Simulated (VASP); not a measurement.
A run of VASP 6.6.1 is set up as follows.

The input INCAR:

```
SYSTEM = Cu3Au
ALGO = Normal
EDIFF = 1E-7
EDIFFG = -0.005
ENCUT = 600
IBRION = 2
ISIF = 3
ISMEAR = 1
LASPH = .TRUE.
LCHARG = .FALSE.
LREAL = .FALSE.
LWAVE = .FALSE.
NELM = 80
NSW = 90
PREC = Accurate
SIGMA = 0.1
```

The input KPOINTS:

```
k-points
0
G
  10 10 10
  0 0 0
```

File POSCAR:

```
Cu3Au                                   
1.0
    3.6751449821      0.0000000000     -0.0000000000
   -0.0000000000      3.6751449821      0.0000000000
    0.0000000000     -0.0000000000      3.6751449821
  Cu              Au            
     3     1
Direct
     0.0000000000000000    0.5000000000000000    0.5000000000000000
     0.5000000000000000    0.0000000000000000    0.5000000000000000
     0.5000000000000000    0.5000000000000000    0.0000000000000000
     0.0000000000000000    0.0000000000000000    0.0000000000000000
```

Potentials or basis: VASP PAW LDA potentials, release 64 (Cu, Au).

Launch:

```sh
$ cat potpaw_LDA.64/Cu/POTCAR potpaw_LDA.64/Au/POTCAR > POTCAR
$ mpirun -np 1 vasp_std > vasp.out
```

Problem. Predict the band gap on the k mesh.

Solution. None (metal or under the smearing width).

Final structure:
```cif
data_structure
_symmetry_space_group_name_H-M 'P 1'
_symmetry_Int_Tables_number 1
_cell_length_a 3.6751
_cell_length_b 3.6751
_cell_length_c 3.6751
_cell_angle_alpha 90.000
_cell_angle_beta 90.000
_cell_angle_gamma 90.000
_cell_volume 49.64
loop_
_atom_site_label
_atom_site_type_symbol
_atom_site_fract_x
_atom_site_fract_y
_atom_site_fract_z
_atom_site_occupancy
Cu1 Cu 0.00000 0.50000 0.50000 1
Cu2 Cu 0.50000 0.00000 0.50000 1
Cu3 Cu 0.50000 0.50000 0.00000 1
Au1 Au 0.00000 0.00000 0.00000 1
```

Caveat: the relaxation stopped at its first step, so nothing moved. The run has no spin-orbit coupling, so splittings on Au are missing.
